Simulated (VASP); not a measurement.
Calculation: PBEsol GGA, VASP's PBE PAW potentials (set 64) (plane waves; VASP).

A VASP calculation is set up with these files.

### POSCAR
```
InN
1
    0.0000000000     2.4947565978     2.4947565978
    2.4947565978     0.0000000000     2.4947565978
    2.4947565978     2.4947565978     0.0000000000
In N
1 1
Direct
  0.0000000000   0.0000000000   0.0000000000
  0.2500000000   0.2500000000   0.2500000000
```

KPOINTS:
```
Automatic mesh
0
Gamma
13 13 13
0 0 0
```

INCAR:
```
SYSTEM = InN
PREC = Accurate; ENCUT = 620; LREAL = .FALSE.
LASPH = .TRUE.
EDIFF = 1E-6; NELM = 100; ALGO = Normal
LMAXMIX = 4
ISMEAR = 1; SIGMA = 0.1
GGA = PS
IBRION = 2; NSW = 40; ISIF = 3
EDIFFG = -0.02
LWAVE = .FALSE.; LCHARG = .FALSE.
```

POTCAR, in this order: In_d N (PBE.64 set). Program: vasp_std.

The run wrote:

OSZICAR:
```
       N       E                     dE             d eps       ncg     rms          rms(c)
DAV:   1     0.138197427374E+03    0.13820E+03   -0.10375E+04  2219   0.209E+03
DAV:   2    -0.750194287532E+00   -0.13895E+03   -0.13276E+03  2379   0.405E+02
DAV:   3    -0.132467389516E+02   -0.12497E+02   -0.12281E+02  2687   0.121E+02
DAV:   4    -0.135898770662E+02   -0.34314E+00   -0.34262E+00  2413   0.213E+01
DAV:   5    -0.136025267946E+02   -0.12650E-01   -0.12649E-01  2998   0.399E+00    0.954E+00
DAV:   6    -0.116123420508E+02    0.19902E+01   -0.71387E+00  3326   0.508E+01    0.519E+00
DAV:   7    -0.115844391808E+02    0.27903E-01   -0.52873E-01  2197   0.897E+00    0.213E+00
DAV:   8    -0.115644022459E+02    0.20037E-01   -0.92604E-02  2649   0.295E+00    0.556E-01
DAV:   9    -0.115599950538E+02    0.44072E-02   -0.79559E-03  3534   0.191E+00    0.214E-01
DAV:  10    -0.115602233564E+02   -0.22830E-03   -0.10285E-03  2349   0.350E-01    0.704E-02
DAV:  11    -0.115602211380E+02    0.22184E-05   -0.40529E-05  3247   0.968E-02    0.136E-02
DAV:  12    -0.115602210404E+02    0.97573E-07   -0.17988E-05  2604   0.470E-02    0.111E-02
DAV:  13    -0.115602201683E+02    0.87214E-06   -0.25106E-06  2178   0.305E-02
   1 F= -.11560220E+02 E0= -.11560253E+02  d E =-.115602E+02
```

OUTCAR:
```
------------------------ aborting loop because EDIFF is reached ----------------------------------------
  FORCE on cell =-STRESS in cart. coord.  units (eV):
  Direction    XX          YY          ZZ          XY          YZ          ZX
  --------------------------------------------------------------------------------------
  Total       -0.0223202     -0.0223202     -0.0223202      0.0000000      0.0000000     -0.0000000
  in kB       -1.1515825     -1.1515825     -1.1515825      0.0000000      0.0000000     -0.0000000
  external PRESSURE =      -1.1515825 kB  Pullay stress =       0.0000000 kB
  volume of cell :       31.05
      direct lattice vectors                 reciprocal lattice vectors
     0.000000000  2.494756598  2.494756598    -0.200420354  0.200420354  0.200420354
     2.494756598  0.000000000  2.494756598     0.200420354 -0.200420354  0.200420354
     2.494756598  2.494756598  0.000000000     0.200420354  0.200420354 -0.200420354
 POSITION                                       TOTAL-FORCE (eV/Angst)
 -----------------------------------------------------------------------------------
      0.00000      0.00000      0.00000        -0.000000     -0.000000     -0.000000
      1.24738      1.24738      1.24738         0.000000      0.000000      0.000000
 -----------------------------------------------------------------------------------
    total drift:                                0.000000      0.000000      0.000000
  FREE ENERGIE OF THE ION-ELECTRON SYSTEM (eV)
  ---------------------------------------------------
  free  energy   TOTEN  =       -11.5602201683 eV

  energy  without entropy=      -11.5603179236  energy(sigma->0) =      -11.56025275

 reached required accuracy - stopping structural energy minimisation
```
(Selected blocks of OUTCAR.)

### OUTCAR
```
 val. band max:        6.3593623870   @ k =   0.0000   0.0000   0.0000

 cond. band min:       6.9598493839   @ k =   0.0769   0.0000   0.0000


 Fermi energy:         6.3778080969

 k-point     1 :       0.0000    0.0000    0.0000
  band No.  band energies     occupation
      1      -8.2094      2.00000
      2      -6.9826      2.00000
      3      -6.9826      2.00000
      4      -6.9826      2.00000
      5      -6.5988      2.00000
      6      -6.5988      2.00000
      7       5.9012      2.00000
      8       6.3594      1.30640
      9       6.3594      1.30640
     10       6.3594      1.30639
     11      15.6882      0.00000
     12      15.6882      0.00000
     13      15.6882      0.00000

 k-point     2 :       0.0769    0.0000    0.0000
  band No.  band energies     occupation
      1      -8.2115      2.00000
      2      -6.9719      2.00000
      3      -6.9719      2.00000
      4      -6.9109      2.00000
      5      -6.5998      2.00000
      6      -6.5998      2.00000
      7       5.2120      2.00000
      8       6.3051      1.93810
      9       6.3051      1.93810
     10       6.9598     -0.00000
     11      15.2711      0.00000
     12      15.7600      0.00000
     13      15.7600      0.00000

 k-point     3 :       0.1538    0.0000    0.0000
  band No.  band energies     occupation
      1      -8.2261      2.00000
      2      -6.9443      2.00000
      3      -6.9443      2.00000
      4      -6.6889      2.00000
      5      -6.6000      2.00000
      6      -6.6000      2.00000
      7       4.2324      2.00000
      8       6.1586      2.00820
      9       6.1586      2.00820
     10       7.6767     -0.00000
     11      14.4345      0.00000
     12      15.9138      0.00000
     13      15.9138      0.00000

 k-point     4 :       0.2308    0.0000    0.0000
  band No.  band energies     occupation
      1      -8.2618      2.00000
      2      -6.9123      2.00000
      3      -6.9123      2.00000
...
```

Unless said otherwise, spin-orbit coupling is left out, though it shifts the bands of the heavy elements here.

The structure was generated: InN was put into the zinc blende type (F-43m), which need not be its known phase. It was relaxed first.
